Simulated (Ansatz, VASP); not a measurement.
# Cross-check of In3Ga5As8 (random alloy of the zinc-blende GaAs-InAs line, x = 0.375) between VASP and Ansatz

One calculation is typed for both programs; each brings its own data sets. How far apart do they land? Of the first pair: The structure shown is the start of the Ansatz relaxation below; VASP solves that cell, so the two are compared at the walk's first step.

Main program and level: Ansatz 0.2.0; plane waves, with VASP 6.6.1 beside it; PBE.

### 1. Starting point

The cell holds 64 atoms: 20 Ga, 32 As and 12 In. Its edges and angles: a = 11.830 Å, b = 11.830 Å, c = 11.830 Å, α = 90.0°, β = 90.0°, γ = 90.0°. It derives from GaAs (zinc-blende GaAs-InAs), repeated 2×2×2. Zinc-blende GaAs-InAs: 64 atoms, 12 of 32 Ga sites given to In at random, cell and internal coordinates interpolated linearly between the end members (Vegard's rule); (so at first; earlier steps may have moved the atoms), displaced by a Gaussian of 0.02 A. Lattice constants are starting values near those of PBE.

### 2. Ansatz: relaxation, PBE

Ansatz runs on its default PAW (the set named soft_2) files.

The two programs are compared at the cell with which this relaxation starts, whose forces are those of its first step.

File input.yaml:

```yaml
crystal:
  lattice:
    - [11.83, 0.0, 0.0]
    - [0.0, 11.83, 0.0]
    - [0.0, 0.0, 11.83]
  atoms:
    - { symbol: Ga, position: [0.9993, 0.9999, 0.99639] }
    - { symbol: As, position: [0.12777, 0.12197, 0.12358] }
    - { symbol: In, position: [0.00085, 0.24789, 0.24821] }
    - { symbol: As, position: [0.12346, 0.37593, 0.37888] }
    - { symbol: In, position: [0.25007, 0.99811, 0.25091] }
    - { symbol: As, position: [0.37399, 0.12497, 0.37699] }
    - { symbol: In, position: [0.24874, 0.25002, 0.99852] }
    - { symbol: As, position: [0.37474, 0.37543, 0.12333] }
    - { symbol: In, position: [0.99943, 0.9996, 0.49892] }
    - { symbol: As, position: [0.12299, 0.1226, 0.62474] }
    - { symbol: Ga, position: [0.99955, 0.25377, 0.74588] }
    - { symbol: As, position: [0.12519, 0.37563, 0.8773] }
    - { symbol: In, position: [0.25085, 0.99857, 0.75] }
    - { symbol: As, position: [0.37592, 0.12447, 0.8763] }
    - { symbol: Ga, position: [0.24684, 0.25293, 0.50248] }
    - { symbol: As, position: [0.37443, 0.37603, 0.62508] }
    - { symbol: Ga, position: [0.9986, 0.50015, 0.00169] }
    - { symbol: As, position: [0.12436, 0.62436, 0.12487] }
    - { symbol: Ga, position: [0.00073, 0.75216, 0.24893] }
    - { symbol: As, position: [0.12586, 0.87537, 0.37186] }
    - { symbol: Ga, position: [0.24929, 0.49978, 0.24993] }
    - { symbol: As, position: [0.37555, 0.62155, 0.37508] }
    - { symbol: In, position: [0.24885, 0.74757, 0.00089] }
    - { symbol: As, position: [0.37624, 0.8739, 0.12642] }
    - { symbol: Ga, position: [0.99936, 0.50011, 0.49814] }
    - { symbol: As, position: [0.12768, 0.6205, 0.62485] }
    - { symbol: Ga, position: [0.00118, 0.74656, 0.74968] }
    - { symbol: As, position: [0.12487, 0.87639, 0.87711] }
    - { symbol: In, position: [0.24932, 0.49766, 0.75231] }
    - { symbol: As, position: [0.37706, 0.62422, 0.87559] }
    - { symbol: In, position: [0.25065, 0.75096, 0.50035] }
    - { symbol: As, position: [0.37738, 0.87206, 0.62676] }
    - { symbol: Ga, position: [0.50064, 0.99963, 0.00198] }
    - { symbol: As, position: [0.62104, 0.12696, 0.12565] }
    - { symbol: Ga, position: [0.49808, 0.25073, 0.24949] }
    - { symbol: As, position: [0.62937, 0.3781, 0.37575] }
    - { symbol: In, position: [0.74878, 0.99901, 0.24945] }
    - { symbol: As, position: [0.87405, 0.12347, 0.374] }
    - { symbol: Ga, position: [0.74953, 0.24913, 0.99882] }
    - { symbol: As, position: [0.87343, 0.37931, 0.12251] }
    - { symbol: Ga, position: [0.49827, 0.00073, 0.49945] }
    - { symbol: As, position: [0.62572, 0.12635, 0.62713] }
    - { symbol: Ga, position: [0.50127, 0.24832, 0.75188] }
    - { symbol: As, position: [0.62202, 0.37481, 0.87416] }
    - { symbol: In, position: [0.74821, 0.001, 0.74969] }
    - { symbol: As, position: [0.87672, 0.12249, 0.87643] }
    - { symbol: In, position: [0.75084, 0.25021, 0.4976] }
    - { symbol: As, position: [0.87457, 0.37239, 0.62148] }
    - { symbol: Ga, position: [0.50554, 0.50164, 0.00303] }
    - { symbol: As, position: [0.62427, 0.62618, 0.12618] }
    - { symbol: Ga, position: [0.50102, 0.75001, 0.24961] }
    - { symbol: As, position: [0.6215, 0.87603, 0.37572] }
    - { symbol: Ga, position: [0.75189, 0.49954, 0.25294] }
    - { symbol: As, position: [0.87424, 0.62288, 0.37659] }
    - { symbol: Ga, position: [0.74921, 0.74788, 0.00021] }
    - { symbol: As, position: [0.87628, 0.87541, 0.12584] }
    - { symbol: In, position: [0.50695, 0.50139, 0.50259] }
    - { symbol: As, position: [0.62164, 0.62562, 0.62631] }
    - { symbol: Ga, position: [0.49938, 0.74852, 0.75067] }
    - { symbol: As, position: [0.62447, 0.874, 0.87694] }
    - { symbol: Ga, position: [0.75226, 0.50051, 0.74923] }
    - { symbol: As, position: [0.87587, 0.6264, 0.87607] }
    - { symbol: Ga, position: [0.74754, 0.74943, 0.50061] }
    - { symbol: As, position: [0.87605, 0.87662, 0.62628] }
kpoints:
  mp_grid: { grid: [1, 1, 1] }
hamiltonian:
  xc: pbe
scf:
  occupations: { method: fermi_dirac, width: 0.025 }
output:
  forces: true
relax:
  f_tol: 0.04
  max_steps: 150
  cell: {}
```

Started as:

```
> ansatz run input.yaml --threads 4 --pin off --max-ram 8192MiB --backend cpu --events-out ev --progress --plain --runs-dir out
```

Numbers of over 12 decimals in the logs are rounded to 6 here.

Output:

```text
Engine: ansatz 0.2.0, aarch64-unknown-linux-gnu
Pseudopotentials: kind: paw
Pseudopotential: Ga, paw, valence charge 13, recommended cutoff 420 eV (normal), Ga.paw.azcp
Pseudopotential: As, paw, valence charge 15, recommended cutoff 420 eV (normal), As.paw.azcp
Pseudopotential: In, paw, valence charge 13, recommended cutoff 420 eV (normal), In.paw.azcp
Functional definition: PBE
  parameter kappa = 0.804
  parameter beta = 0.066725
  exchange = pbe_x(kappa = kappa, mu = beta*pi^2/3)
  correlation = pbe_c(beta = beta)
Crystal: 64 atoms, lattice volume = 1655.595 Å³
Basis set: ecut = 420 eV, 32423 PW (Γ), exchange–correlation on 160×160×160 points (8 copies of the dense FFT grid, shifted against one another)
Bands: 538, of which v1, the nominal top of the filled ones, is band 448 counted from 1 (447 counted from 0)
Symmetry: 1 space group operations
Space group: P1 (ITA 1), of the structure as read, at distance tolerance 1.2e-4 Å
k-points: 1
Non-local potential: Ga, projectors of the file, l = 0: 2, l = 1: 2, l = 2: 3, l = 3: 1
Non-local potential: As, projectors of the file, l = 0: 2, l = 1: 2, l = 2: 3, l = 3: 1
Non-local potential: In, projectors of the file, l = 0: 2, l = 1: 2, l = 2: 2, l = 3: 2
PAW form: soft (Blöchl's): semilocal exchange-correlation on the pseudo side does not see the compensation charge
PAW one-centre angular grid: Ga, 590 points (default); XC on 64 Gauss nodes
PAW one-centre angular grid: As, 590 points (default); XC on 64 Gauss nodes
PAW one-centre angular grid: In, 590 points (default); XC on 64 Gauss nodes
Initial density: superposition of atomic densities (neutral atoms: chi_scale 0, normalization atom), corrected by the library's trained network
Initial wavefunctions: pseudopotential atomic-orbital guess
Functional: x = pbe(κ = 0.804, μ = 0.219515), c = pbe(β = 0.066725)
SCF iter   1: F=—  HF=-298241.887958 eV  |F-HF|=—  |Δ(HF+E_count)|=         —  Δρ=1.05e-3  dr2=3.11e-2  ethr=1.77e-3  ⟨swp⟩=6.0  Hψ=1992  notcnv=0
preconditioner: auto → LDOS  [insulator: Δε(μ)=0.561 eV  Ē_g=14.077 eV  σ=0.025 eV  W_gap=0.53  n_scr=436 (ndim 8)  ℏωp=21.9 eV  f_vac=0.110  D(μ)=50.63/eV (n_scr^D=364)  ε∞_Penn≈3.4  β→1.0]
SCF iter   2: F=—  HF=-298241.865041 eV  |F-HF|=—  |Δ(HF+E_count)|=   2.29e-2  Δρ=7.20e-4  dr2=9.12e-3  ethr=3.47e-6  ⟨swp⟩=2.0  Hψ=1078  notcnv=0  defer=79
SCF iter   3: F=—  HF=-298241.861331 eV  |F-HF|=—  |Δ(HF+E_count)|=   3.71e-3  Δρ=2.87e-4  dr2=2.09e-3  ethr=1.02e-6  ⟨swp⟩=2.0  Hψ=908  notcnv=0  defer=79
SCF iter   4: F=—  HF=-298241.860618 eV  |F-HF|=—  |Δ(HF+E_count)|=   7.13e-4  Δρ=1.13e-4  dr2=8.21e-4  ethr=2.33e-7  ⟨swp⟩=2.0  Hψ=746  notcnv=0  defer=79
SCF iter   5: F=—  HF=-298241.860517 eV  |F-HF|=—  |Δ(HF+E_count)|=   1.01e-4  Δρ=7.35e-5  dr2=3.77e-4  ethr=9.16e-8  ⟨swp⟩=3.0  Hψ=908  notcnv=0  defer=79
SCF iter   6: F=—  HF=-298241.860421 eV  |F-HF|=—  |Δ(HF+E_count)|=   9.60e-5  Δρ=3.59e-5  dr2=8.43e-5  ethr=4.20e-8  ⟨swp⟩=2.0  Hψ=748  notcnv=0  defer=79
SCF iter   7: F=—  HF=-298241.860225 eV  |F-HF|=—  |Δ(HF+E_count)|=   1.96e-4  Δρ=1.69e-5  dr2=9.16e-6  ethr=9.41e-9  ⟨swp⟩=2.0  Hψ=643  notcnv=0  defer=79
SCF iter   8: F=—  HF=-298241.860223 eV  |F-HF|=—  |Δ(HF+E_count)|=   1.42e-6  Δρ=6.98e-6  dr2=1.69e-6  ethr=1.02e-9  ⟨swp⟩=2.0  Hψ=812  notcnv=0  defer=79
SCF iter   9: F=—  HF=-298241.860223 eV  |F-HF|=—  |Δ(HF+E_count)|=   2.33e-8  Δρ=2.75e-6  dr2=5.54e-7  ethr=1.89e-10  ⟨swp⟩=2.0  Hψ=826  notcnv=0  defer=79
SCF iter  10: F=—  HF=-298241.860223 eV  |F-HF|=—  |Δ(HF+E_count)|=   8.85e-8  Δρ=1.63e-6  dr2=2.36e-7  ethr=6.18e-11  ⟨swp⟩=2.0  Hψ=826  notcnv=0  defer=79
SCF iter  11: F=-298241.860223 eV  HF=-298241.860223 eV  |F-HF|=8.93e-8  |Δ(HF+E_count)|=   2.85e-8  Δρ=1.14e-6  dr2=8.86e-8  ethr=1.12e-11  ⟨swp⟩=2.0  Hψ=1460  notcnv=0
SCF 1 converged in 11 iterations: F = -298241.860223 eV  dr2 = 8.86e-8
  greatest PAW one-centre occupation: 0.999 electrons in one spin orbital (limit 2), on the As atom at site 57 (counted from 0), in its partial waves of l = 2
relax step   1: F+E_penalty+E_count = -298241.86022296 eV  Δ(F+E_penalty+E_count) = +0.000e0 eV  max|allowed force component| = 1.692e0 eV/Å  Δτ_max = 0.0000 Å  P = +1.800 GPa  Ω = 1655.595 Å³  (11 SCF iters, dr2 threshold 1.00e-7 eV, accepted)
Crystal: 64 atoms, lattice volume = 1708.478 Å³
Basis set: ecut = 420 eV, 33347 PW (Γ), exchange–correlation on 160×160×160 points (8 copies of the dense FFT grid, shifted against one another)
Initial density: handed on by an earlier stage of this run
Initial wavefunctions: those handed on with the density
iter 1 solved again at ethr=6.44e-5 eV; its pass at ethr=3.10e-3 eV (dr2=5.77e-1 eV) is discarded
SCF iter   1: F=—  HF=-298244.546318 eV  |F-HF|=—  |Δ(HF+E_count)|=         —  Δρ=7.31e-3  dr2=5.80e-1  ethr=6.44e-5  ⟨swp⟩=6.0  Hψ=2434  notcnv=0
[...]
atom  12  As    -0.00774690     0.00786494    -0.00412755
  atom  13  In     0.01496517    -0.00395279     0.00242832
  atom  14  As    -0.01570885     0.00970682     0.00375680
  atom  15  Ga     0.00374293    -0.00678825     0.00134230
  atom  16  As    -0.00641375     0.00472057    -0.00044625
  atom  17  Ga     0.00780075    -0.00852614    -0.00480148
  atom  18  As    -0.00750721     0.00576482    -0.00035234
  atom  19  Ga     0.00839091    -0.00808159     0.00696090
  atom  20  As    -0.00517536     0.01039488    -0.01075868
  atom  21  Ga     0.00701701    -0.00201845    -0.00483491
  atom  22  As    -0.01288328     0.00355394    -0.00018270
  atom  23  In     0.01353872    -0.00231071    -0.00037609
  atom  24  As    -0.01306388     0.01075307     0.00511013
  atom  25  Ga     0.00217557    -0.00803560     0.00139869
  atom  26  As    -0.00343054     0.01192780    -0.00420366
  atom  27  Ga     0.00419225    -0.01174124     0.00559232
  atom  28  As    -0.00523470     0.00241218     0.00057062
  atom  29  In     0.00438904    -0.00787938    -0.00108524
  atom  30  As    -0.01634519    -0.00152860    -0.00134338
  atom  31  In     0.00971009    -0.01132084    -0.00078390
  atom  32  As    -0.01427623    -0.00015629     0.00142894
  atom  33  Ga     0.02466207    -0.00922916    -0.00403463
  atom  34  As    -0.00422409     0.00488623    -0.00157308
  atom  35  Ga     0.00566837    -0.00771068    -0.00487021
[...]
atom  57  In     0.00845447    -0.00491182     0.00257506
  atom  58  As    -0.00861877    -0.00080376     0.00090076
  atom  59  Ga     0.01903693     0.00301021     0.00277555
  atom  60  As    -0.01564391     0.00456553     0.00325493
  atom  61  Ga     0.01053643    -0.00471872    -0.00503332
  atom  62  As    -0.00434279     0.00954446     0.00769768
  atom  63  Ga     0.00759144    -0.00387706    -0.00020245
  atom  64  As    -0.01190643     0.01230411    -0.00136807
  max |Σ_I F_I| component: 6.79e-6 eV/Å
--- Stress (GPa, compression-positive) ---
       -0.013648       0.005885      -0.003586
        0.005885      -0.002626       0.005422
       -0.003586       0.005422       0.005508
  P = ⅓ Tr σ = -0.0036 GPa (-0.036 kbar)
--- Relaxed structure (10 steps of the walk, 9 accepted, 1 SCFs on fresh bases) ---
  F+E_penalty+E_count = -298244.65164878 eV   max|allowed force component| = 2.466e-2 eV/Å   (the final SCF, on the basis selected at the relaxed cell)
  cell:  # Å, volume = 1685.1295 Å³
    - [11.974978, 0.013310, -0.000819333]
    - [0.013310, 11.868246, 0.066351]
    - [-0.000819333, 0.066351, 11.857309]
  atoms:
    - { symbol: Ga, position: [0.995789, 0.996650, 0.997116] }
    - { symbol: As, position: [0.117792, 0.116761, 0.117886] }
    - { symbol: In, position: [0.00266707, 0.256192, 0.248862] }
    - { symbol: As, position: [0.132495, 0.382588, 0.382576] }
    - { symbol: In, position: [0.255982, 0.999814, 0.250675] }
    - { symbol: As, position: [0.380736, 0.131682, 0.380686] }
    - { symbol: In, position: [0.253554, 0.251391, 1.000610] }
    - { symbol: As, position: [0.379547, 0.382727, 0.129458] }
    - { symbol: In, position: [1.001591, 0.998704, 0.503117] }
    - { symbol: As, position: [0.123612, 0.139593, 0.625980] }
    - { symbol: Ga, position: [0.997754, 0.254574, 0.752964] }
    - { symbol: As, position: [0.110714, 0.377062, 0.878974] }
    - { symbol: In, position: [0.251624, 1.000747, 0.749948] }
    - { symbol: As, position: [0.387376, 0.123718, 0.876314] }
    - { symbol: Ga, position: [0.253897, 0.252056, 0.501427] }
    - { symbol: As, position: [0.376347, 0.364287, 0.627319] }
    - { symbol: Ga, position: [0.994226, 0.501631, 0.00165642] }
    - { symbol: As, position: [0.117391, 0.615758, 0.129848] }
    - { symbol: Ga, position: [-0.00444823, 0.742014, 0.247552] }
    - { symbol: As, position: [0.116136, 0.867516, 0.365779] }
    - { symbol: Ga, position: [0.250847, 0.499793, 0.249568] }
    - { symbol: As, position: [0.374707, 0.625681, 0.360535] }
    - { symbol: In, position: [0.250242, 0.748025, 0.00155749] }
    - { symbol: As, position: [0.388888, 0.874773, 0.124500] }
    - { symbol: Ga, position: [0.998989, 0.501676, 0.500464] }
    - { symbol: As, position: [0.111876, 0.625804, 0.626179] }
    - { symbol: Ga, position: [-0.0056208, 0.746332, 0.752093] }
    - { symbol: As, position: [0.111398, 0.873344, 0.872494] }
    - { symbol: In, position: [0.250051, 0.498928, 0.751850] }
    - { symbol: As, position: [0.387360, 0.623530, 0.875206] }
    - { symbol: In, position: [0.251618, 0.748274, 0.498988] }
    - { symbol: As, position: [0.386278, 0.872137, 0.626337] }
    - { symbol: Ga, position: [0.506231, 1.000164, 0.00114672] }
    - { symbol: As, position: [0.619410, 0.132403, 0.118210] }
    - { symbol: Ga, position: [0.500379, 0.252182, 0.247554] }
    - { symbol: As, position: [0.625592, 0.377007, 0.360193] }
    - { symbol: In, position: [0.746147, 0.994844, 0.246203] }
    - { symbol: As, position: [0.871532, 0.125210, 0.373661] }
    - { symbol: Ga, position: [0.748657, 0.253527, 0.998157] }
    - { symbol: As, position: [0.865703, 0.381871, 0.119023] }
    - { symbol: Ga, position: [0.500440, -0.00117041, 0.500492] }
    - { symbol: As, position: [0.613510, 0.124249, 0.625556] }
    - { symbol: Ga, position: [0.504050, 0.249756, 0.752788] }
    - { symbol: As, position: [0.625601, 0.376073, 0.873758] }
    - { symbol: In, position: [0.749842, -0.00106868, 0.753967] }
    - { symbol: As, position: [0.877614, 0.131833, 0.880748] }
    - { symbol: In, position: [0.748796, 0.254624, 0.503103] }
    - { symbol: As, position: [0.877962, 0.383116, 0.631705] }
    - { symbol: Ga, position: [0.506661, 0.500088, 0.00152152] }
    - { symbol: As, position: [0.626953, 0.625423, 0.124414] }
    - { symbol: Ga, position: [0.506071, 0.748108, 0.248534] }
    - { symbol: As, position: [0.618946, 0.866908, 0.382318] }
    - { symbol: Ga, position: [0.751049, 0.503156, 0.246559] }
    - { symbol: As, position: [0.871486, 0.621970, 0.374551] }
    - { symbol: Ga, position: [0.751573, 0.746360, 0.00108665] }
    - { symbol: As, position: [0.877898, 0.866182, 0.118247] }
    - { symbol: In, position: [0.502598, 0.500640, 0.498934] }
    - { symbol: As, position: [0.631501, 0.628107, 0.631746] }
    - { symbol: Ga, position: [0.507348, 0.748960, 0.753201] }
    - { symbol: As, position: [0.621524, 0.868302, 0.884150] }
    - { symbol: Ga, position: [0.752135, 0.501298, 0.754128] }
    - { symbol: As, position: [0.871482, 0.624416, 0.876774] }
    - { symbol: Ga, position: [0.750320, 0.744971, 0.500059] }
    - { symbol: As, position: [0.871321, 0.862551, 0.625249] }
```

The column dr2 measures how far the density is from self-consistency, as an energy; F and HF (Harris–Foulkes) agree once it is small.

[end of part 1 of 2]

[Lines on the potential files, build, host, timing and source positions are cut from VASP's logs without a mark.]

[Logs are printed without paths, hosts, clocks, repeated set-up lines and the standing remarks that a program may print on its own settings, such as how far it seeks lower states.]

[Hosts, paths, dates, database ids (printed as entryN), source tags and the programs' standing remarks are cut or masked in the printed files.]
